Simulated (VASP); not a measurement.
# NaCl (Fm-3m) in VASP: band structure with PBE+D3(BJ)

Aim: the band structure of NaCl with PBE+D3(BJ).

Everything below comes from runs of VASP 6.6.1. Logs are shortened: lines on timing, memory, paths and dates and some standing lists are left out, and cuts for length are marked.

## (1) The structure

It takes space group Fm-3m (No. 225, cubic). The conventional cell has a = 5.580 Å, b = 5.580 Å, c = 5.580 Å, α = 90.00°, β = 90.00°, γ = 90.00°. Around Na (site symmetry m-3m) lie 6 Cl at 2.79 Å. Cl (site symmetry m-3m) has 6 Na at 2.79 Å as nearest neighbours.

The cell was built by a generator and needn't be a form met in nature.

## (2) Band structure, PBE+D3(BJ)

File POSCAR:

```
NaCl                                    
1.0
    0.0000000000      2.7899681949      2.7899681949
    2.7899681949      0.0000000000      2.7899681949
    2.7899681949      2.7899681949      0.0000000000
  Na              Cl            
     1     1
Direct
     0.0000000000000000    0.0000000000000000    0.0000000000000000
     0.5000000000000000    0.5000000000000000    0.5000000000000000
```

File INCAR.step1:

```
ALGO = Normal
EDIFF = 1E-7
ENCUT = 520
GGA = PE
ISIF = 2
ISMEAR = 0
IVDW = 12
LASPH = True
LCHARG = True
LREAL = False
LWAVE = False
NBANDS = 14
NELM = 80
PREC = Accurate
SIGMA = 0.02
```

File KPOINTS.step1:

```
k-points
0
Gamma
  8 8 8
```

File INCAR.step2:

```
ALGO = Normal
EDIFF = 1E-7
ENCUT = 520
GGA = PE
ICHARG = 11
ISIF = 2
ISMEAR = 0
IVDW = 12
LASPH = True
LCHARG = False
LREAL = False
LWAVE = False
NBANDS = 14
NELM = 80
PREC = Accurate
SIGMA = 0.05
```

File KPOINTS.step2:

```
path GXWKGLUWLK,UX
15
line-mode
reciprocal
 0.0000000000  0.0000000000  0.0000000000  G
 0.5000000000  0.0000000000  0.5000000000  X

 0.5000000000  0.0000000000  0.5000000000  X
 0.5000000000  0.2500000000  0.7500000000  W

 0.5000000000  0.2500000000  0.7500000000  W
 0.3750000000  0.3750000000  0.7500000000  K

 0.3750000000  0.3750000000  0.7500000000  K
 0.0000000000  0.0000000000  0.0000000000  G

 0.0000000000  0.0000000000  0.0000000000  G
 0.5000000000  0.5000000000  0.5000000000  L

 0.5000000000  0.5000000000  0.5000000000  L
 0.6250000000  0.2500000000  0.6250000000  U

 0.6250000000  0.2500000000  0.6250000000  U
 0.5000000000  0.2500000000  0.7500000000  W

 0.5000000000  0.2500000000  0.7500000000  W
 0.5000000000  0.5000000000  0.5000000000  L

 0.5000000000  0.5000000000  0.5000000000  L
 0.3750000000  0.3750000000  0.7500000000  K

 0.6250000000  0.2500000000  0.6250000000  U
 0.5000000000  0.0000000000  0.5000000000  X
```

Potentials or basis: VASP PAW PBE potentials, release 64 (Na_pv, Cl).

Started as:

```bash
cat potpaw_PBE.64/Na_pv/POTCAR potpaw_PBE.64/Cl/POTCAR > POTCAR
cp INCAR.step1 INCAR
cp KPOINTS.step1 KPOINTS
mpirun -np 1 vasp_std > vasp.out
cp INCAR.step2 INCAR
cp KPOINTS.step2 KPOINTS
mpirun -np 1 vasp_std > vasp.out
```

OUTCAR:

```text
EDIFF = 1E-7
   ENCUT = 520
   GGA = PE
   ICHARG = 11
   ISIF = 2
   ISMEAR = 0
   IVDW = 12
   LASPH = True
   LREAL = False
   NELM = 80
   PREC = Accurate
 IVDW          = 12

 ion  position               nearest neighbor table
   1  0.000  0.000  0.000-
   2  0.500  0.500  0.500-

  LATTYP: Found a face centered cubic cell.
 ALAT       =     5.5799363898

  Lattice vectors:

 A1 = (   0.0000000000,   2.7899681949,   2.7899681949)
 A2 = (   2.7899681949,   0.0000000000,   2.7899681949)
 A3 = (   2.7899681949,   2.7899681949,   0.0000000000)

Analysis of symmetry for initial positions (statically):
=====================================================================
 Subroutine PRICEL returns:
 Original cell was already a primitive cell.

 Routine SETGRP: Setting up the symmetry group for a
 face centered cubic supercell.

 Subroutine GETGRP returns: Found 48 space group operations
 (whereof 48 operations were pure point group operations)
 out of a pool of 48 trial point group operations.

The static configuration has the point symmetry O_h .

Analysis of symmetry for dynamics (positions and initial velocities):
=====================================================================
 Subroutine PRICEL returns:
 Original cell was already a primitive cell.

 Routine SETGRP: Setting up the symmetry group for a
 face centered cubic supercell.

 Subroutine GETGRP returns: Found 48 space group operations
 (whereof 48 operations were pure point group operations)
 out of a pool of 48 trial point group operations.

The dynamic configuration has the point symmetry O_h .

 Subroutine INISYM returns: Found 48 space group operations
 (whereof 48 operations are pure point group operations),
 and found     1 'primitive' translations

----------------------------------------------------------------------------------------

                                     Primitive cell

  volume of cell :      43.4338

  direct lattice vectors                    reciprocal lattice vectors
     0.000000000  2.789968195  2.789968195    -0.179213513  0.179213513  0.179213513
     2.789968195  0.000000000  2.789968195     0.179213513 -0.179213513  0.179213513
     2.789968195  2.789968195  0.000000000     0.179213513  0.179213513 -0.179213513

  length of vectors
     3.945610860  3.945610860  3.945610860     0.310406909  0.310406909  0.310406909

  position of ions in fractional coordinates (direct lattice)
     0.000000000  0.000000000  0.000000000
     0.500000000  0.500000000  0.500000000

  ion indices of the primitive-cell ions
   primitive index   ion index
                 1           1
                 2           2

----------------------------------------------------------------------------------------

 KPOINTS: path GXWKGLUWLK,UX

Interpolating k-points between supplied coordinates.

 Line segments in fractional coordinates (reciprocal lattice):
    0.000000  0.000000  0.000000  ...  0.500000  0.000000  0.500000
    0.500000  0.000000  0.500000  ...  0.500000  0.250000  0.750000
    0.500000  0.250000  0.750000  ...  0.375000  0.375000  0.750000
    0.375000  0.375000  0.750000  ...  0.000000  0.000000  0.000000
    0.000000  0.000000  0.000000  ...  0.500000  0.500000  0.500000
    0.500000  0.500000  0.500000  ...  0.625000  0.250000  0.625000
    0.625000  0.250000  0.625000  ...  0.500000  0.250000  0.750000
    0.500000  0.250000  0.750000  ...  0.500000  0.500000  0.500000
    0.500000  0.500000  0.500000  ...  0.375000  0.375000  0.750000
    0.625000  0.250000  0.625000  ...  0.500000  0.000000  0.500000

 Generated    15 points on each line segment, for a total of    150 k-points:

 Following reciprocal coordinates:
            Coordinates               Weight
  0.000000  0.000000  0.000000      0.006667
  0.035714  0.000000  0.035714      0.006667
  0.071429  0.000000  0.071429      0.006667
  0.107143  0.000000  0.107143      0.006667
  0.142857  0.000000  0.142857      0.006667
  0.178571  0.000000  0.178571      0.006667
[... 16 lines left out ...]
  0.500000  0.125000  0.625000      0.006667
  0.500000  0.142857  0.642857      0.006667
 [... further k-points ...]
   k-points           NKPTS =    150   k-points in BZ     NKDIM =    150   number of bands    NBANDS=     14
   number of dos      NEDOS =    301   number of ions     NIONS =      2
   total plane-waves  NPLWV =  27000
   dimension x,y,z NGX =    30 NGY =   30 NGZ =   30
   dimension x,y,z NGXF=    60 NGYF=   60 NGZF=   60
   ions per type =               1   1
   NGX,Y,Z   is equivalent  to a cutoff of  12.64, 12.64, 12.64 a.u.
   NGXF,Y,Z  is equivalent  to a cutoff of  25.28, 25.28, 25.28 a.u.
 SYSTEM =  unknown system
   PREC   = accura    normal or accurate (medium, high low for compatibility)
   ISTART =      0    job   : 0-new  1-cont  2-samecut
   ICHARG =     11    charge: 1-file 2-atom 10-const
   ISPIN  =      1    spin polarized calculation?
   LNONCOLLINEAR =      F non collinear calculations
   LSORBIT =      F    spin-orbit coupling
   LASPH  =      T    aspherical Exc in radial PAW
   ENCUT  =  520.0 eV  38.22 Ry    6.18 a.u.   7.34  7.34  7.34*2*pi/ulx,y,z
   NELM   =     80;   NELMIN=  2; NELMDL=  0     # of ELM steps
   EDIFF  = 0.1E-06   stopping-criterion for ELM
   LREAL  =      F    real-space projection
   EDIFFG = 0.1E-05   stopping-criterion for IOM
   NSW    =      0    number of steps for IOM
   IBRION =     -1    ionic relax: 0-MD 1-quasi-New 2-CG
   NFREE  =      0    steps in history (QN), initial steepest desc. (CG)
   ISIF   =      2    stress and relaxation
   ISYM   =      2    0-nonsym 1-usesym 2-fastsym
   POTIM  = 0.5000    time-step for ionic-motion
   TEBEG  =    0.0;   TEEND  =   0.0 temperature during run
   PSTRESS=    0.0 pullay stress
   NELECT =      14.0000    total number of electrons
   NUPDOWN=      -1.0000    fix difference up-down
   EMIN   =  10.00;   EMAX   =-10.00  energy-range for DOS
   EFERMI =   0.00;   METHOD = LEGACY
   ISMEAR =     0;   SIGMA  =   0.05  broadening in eV -4-tet -1-fermi 0-gaus
   EFERMI_NEDOS =   21; number of points for ismear=-14 and -15
   IALGO  =     38    algorithm
   IMIX   =      4    mixing-type and parameters
     AMIX     =   0.40;   BMIX     =  1.00
     AMIX_MAG =   1.60;   BMIX_MAG =  1.00
  volume/ion in A,a.u.               =      21.72       146.55
  Fermi-wavevector in a.u.,A,eV,Ry     =   1.122470  2.121162 17.142524  1.259940
  Thomas-Fermi vector in A             =   2.259131
   LORBIT       =      0    0 simple, 1 ext, 2 COOP (PROOUT), +10 PAW based schemes
   GGA     = PE    functional components
   LHFCALC =     F    Hartree Fock is set to
   AEXX    =    0.0000 exact exchange contribution
   IVDW    =    12    specifies the selected vdW correction
   LEPSILON=     F    determine dielectric tensor
   LRPA    =     F    only Hartree local field effects (RPA)
 non-spin polarized calculation
 Gauss-broadening in eV      SIGMA  =   0.05
  energy-cutoff  :      520.00
  volume of cell :       43.43
 maximum number of plane-waves:      1211
 NGX is ok and might be reduce to    30

 number of electron      14.0000008 magnetization

 Free energy of the ion-electron system (eV)
  ---------------------------------------------------
  ext. energy  EPLUGINS =         0.00000000
  ---------------------------------------------------
  free energy    TOTEN  =        -6.87612630 eV

  energy without entropy =       -6.87612630  energy(sigma->0) =       -6.87612630

 E-fermi :  -0.2585     XC(G=0):  -8.3042

 val. band max:       -0.5419196747   @ k =   0.0000   0.0000   0.0000
 cond. band min:       4.6924173254   @ k =   0.0000   0.0000   0.0000
 fundamental gap:      5.2343370001
 Fermi energy:        -0.2584835103

 k-point     1 :       0.0000    0.0000    0.0000
  band No.  band energies     occupation
      1     -21.2998      2.00000
      2     -21.2998      2.00000
      3     -21.2998      2.00000
      4     -13.2752      2.00000
      5      -0.5419      2.00000
      6      -0.5419      2.00000
      7      -0.5419      2.00000
      8       4.6924      0.00000
      9      10.6104      0.00000
     10      10.6104      0.00000
     11      10.6104      0.00000
     12      12.8134      0.00000
     13      12.8134      0.00000
     14      14.4743      0.00000

 k-point     2 :       0.0357    0.0000    0.0357
  band No.  band energies     occupation
      1     -21.3003      2.00000
      2     -21.2999      2.00000
      3     -21.2999      2.00000
      4     -13.2693      2.00000
      5      -0.5813      2.00000
      6      -0.5509      2.00000
      7      -0.5509      2.00000
      8       4.7541      0.00000
      9      10.5185      0.00000
     10      10.6428      0.00000
     11      10.6428      0.00000
     12      12.7168      0.00000
     13      12.8316      0.00000
     14      14.6128      0.00000

 k-point     3 :       0.0714    0.0000    0.0714
  band No.  band energies     occupation
      1     -21.3015      2.00000
      2     -21.3003      2.00000
      3     -21.3003      2.00000
      4     -13.2522      2.00000
      5      -0.6923      2.00000
      6      -0.5772      2.00000
      7      -0.5772      2.00000
      8       4.9314      0.00000
      9      10.2765      0.00000
     10      10.7391      0.00000
     11      10.7391      0.00000
     12      12.4522      0.00000
     13      12.8858      0.00000
     14      14.9944      0.00000

 k-point     4 :       0.1071    0.0000    0.1071
  band No.  band energies     occupation
      1     -21.3034      2.00000
      2     -21.3008      2.00000
      3     -21.3008      2.00000
      4     -13.2249      2.00000
      5      -0.8570      2.00000
      6      -0.6190      2.00000
      7      -0.6190      2.00000
      8       5.2043      0.00000
      9       9.9498      0.00000
     10      10.8961      0.00000
     11      10.8961      0.00000
     12      12.0743      0.00000
     13      12.9753      0.00000
     14      15.5534      0.00000

 k-point     5 :       0.1429    0.0000    0.1429
  band No.  band energies     occupation
      1     -21.3059      2.00000
      2     -21.3016      2.00000
      3     -21.3016      2.00000
      4     -13.1889      2.00000
      5      -1.0537      2.00000
      6      -0.6733      2.00000
      7      -0.6733      2.00000
      8       5.5468      0.00000
      9       9.5909      0.00000
     10      11.1096      0.00000
     11      11.1096      0.00000
[... 276 lines left out ...]
 k-point    22 :       0.5000    0.1071    0.6071
  band No.  band energies     occupation
      1     -21.3214      2.00000
      2     -21.3106      2.00000
      3     -21.3101      2.00000
      4     -12.8475      2.00000
      5      -2.1854      2.00000
      6      -1.3193      2.00000
      7      -1.2355      2.00000
      8       7.4901      0.00000
      9       7.8922      0.00000
     10      10.6169      0.00000
     11      12.7105      0.00000
     12      14.6921      0.00000
     13      15.7516      0.00000
     14      16.3697      0.00000

 k-point    23 :       0.5000    0.1250    0.6250
  band No.  band energies     occupation
      1     -21.3209      2.00000
      2     -21.3111      2.00000
      3     -21.3104      2.00000
      4     -12.8454      2.00000
      5      -2.1502      2.00000
      6      -1.3687      2.00000
      7      -1.2543      2.00000
      8       7.6221      0.00000
      9       8.0224      0.00000
     10      10.4838      0.00000
     11      12.3904      0.00000
     12      14.7520      0.00000
     13      15.8125      0.00000
     14      16.2748      0.00000

 k-point    24 :       0.5000    0.1429    0.6429
  band No.  band energies     occupation
      1     -21.3203      2.00000
      2     -21.3117      2.00000
      3     -21.3107      2.00000
      4     -12.8432      2.00000
      5      -2.1103      2.00000
      6      -1.4227      2.00000
      7      -1.2729      2.00000
      8       7.7650      0.00000
      9       8.1678      0.00000
     10      10.3357      0.00000
     11      12.0844      0.00000
     12      14.8212      0.00000
     13      15.8595      0.00000
     14      16.1672      0.00000

 [... further k-points ...]

------------------------ aborting loop because EDIFF is reached ----------------------------------------

 Edisp (eV)   -0.44360

 E8    (eV) :    -0.1855

  FORCE on cell =-STRESS in cart. coord.  units (eV):
  Direction    XX          YY          ZZ          XY          YZ          ZX
  --------------------------------------------------------------------------------------
  -------------------------------------------------------------------------------------
  Total       0.06413     0.06413     0.06413     0.00000     0.00000     0.00000
  in kB       2.36566     2.36566     2.36566     0.00000     0.00000     0.00000
  external pressure =        2.37 kB  Pullay stress =        0.00 kB

 VOLUME and BASIS-vectors are now :
 -----------------------------------------------------------------------------
  energy-cutoff  :      520.00
  volume of cell :       43.43
      direct lattice vectors                 reciprocal lattice vectors
     0.000000000  2.789968195  2.789968195    -0.179213513  0.179213513  0.179213513
     2.789968195  0.000000000  2.789968195     0.179213513 -0.179213513  0.179213513
     2.789968195  2.789968195  0.000000000     0.179213513  0.179213513 -0.179213513

 POSITION                                       TOTAL-FORCE (eV/Angst)
 -----------------------------------------------------------------------------------
      0.00000      0.00000      0.00000         0.000000      0.000000      0.000000
      2.78997      2.78997      2.78997        -0.000000     -0.000000      0.000000
 -----------------------------------------------------------------------------------
    total drift:                               -0.000000      0.000000      0.000000

  FREE ENERGIE OF THE ION-ELECTRON SYSTEM (eV)
  ---------------------------------------------------
  free  energy   TOTEN  =        -7.3197309625 eV

  energy  without entropy=       -7.3197309625  energy(sigma->0) =       -7.31973096
```

Run time: 49 s. Hardware: 1 thread of Intel Xeon Platinum 8488C (Sapphire Rapids), shared host; peak memory 0.22 GiB.

Results:

| Quantity | Value |
| --- | --- |
| Band gap on the k mesh | 5.23 eV, direct |
| Band gap along the path | 5.23 eV, direct |
| Dispersion energy per atom | -0.222 eV |

Levels at the corners of the path, in eV from the valence-band top:
```csv
point,band 3,band 4,band 5,band 6,band 7,band 8,band 9,band 10,band 11,band 12
Γ,-20.76,-12.73,0.00,0.00,0.00,5.23,11.15,11.15,11.15,13.36
X,-20.77,-12.31,-1.74,-0.63,-0.63,7.63,8.05,11.55,15.07,15.07
X,-20.77,-12.31,-1.74,-0.63,-0.63,7.63,8.05,11.55,15.07,15.07
W,-20.77,-12.29,-1.25,-1.25,-0.79,8.96,9.79,9.79,11.52,15.96
W,-20.77,-12.29,-1.25,-1.25,-0.79,8.96,9.79,9.79,11.52,15.96
K,-20.76,-12.30,-1.48,-1.17,-0.52,8.30,9.13,10.72,12.94,13.79
K,-20.76,-12.30,-1.48,-1.17,-0.52,8.30,9.13,10.72,12.94,13.79
Γ,-20.76,-12.73,0.00,0.00,0.00,5.23,11.15,11.15,11.15,13.36
Γ,-20.76,-12.73,0.00,0.00,0.00,5.23,11.15,11.15,11.15,13.36
L,-20.76,-12.36,-2.02,-0.28,-0.28,7.33,10.89,11.05,11.05,15.20
L,-20.76,-12.36,-2.02,-0.28,-0.28,7.33,10.89,11.05,11.05,15.20
U,-20.76,-12.30,-1.48,-1.17,-0.52,8.30,9.13,10.72,12.94,13.79
U,-20.76,-12.30,-1.48,-1.17,-0.52,8.30,9.13,10.72,12.94,13.79
W,-20.77,-12.29,-1.25,-1.25,-0.79,8.96,9.79,9.79,11.52,15.96
W,-20.77,-12.29,-1.25,-1.25,-0.79,8.96,9.79,9.79,11.52,15.96
L,-20.76,-12.36,-2.02,-0.28,-0.28,7.33,10.89,11.05,11.05,15.20
L,-20.76,-12.36,-2.02,-0.28,-0.28,7.33,10.89,11.05,11.05,15.20
K,-20.76,-12.30,-1.48,-1.17,-0.52,8.30,9.13,10.72,12.94,13.79
U,-20.76,-12.30,-1.48,-1.17,-0.52,8.30,9.13,10.72,12.94,13.79
X,-20.77,-12.31,-1.74,-0.63,-0.63,7.63,8.05,11.55,15.07,15.07
```

Caveat: the log is that of the step along the path at fixed density, whose energy, stress, charges and moments have no meaning. PBE gaps usually lie below the measured ones, often by a third to a half.
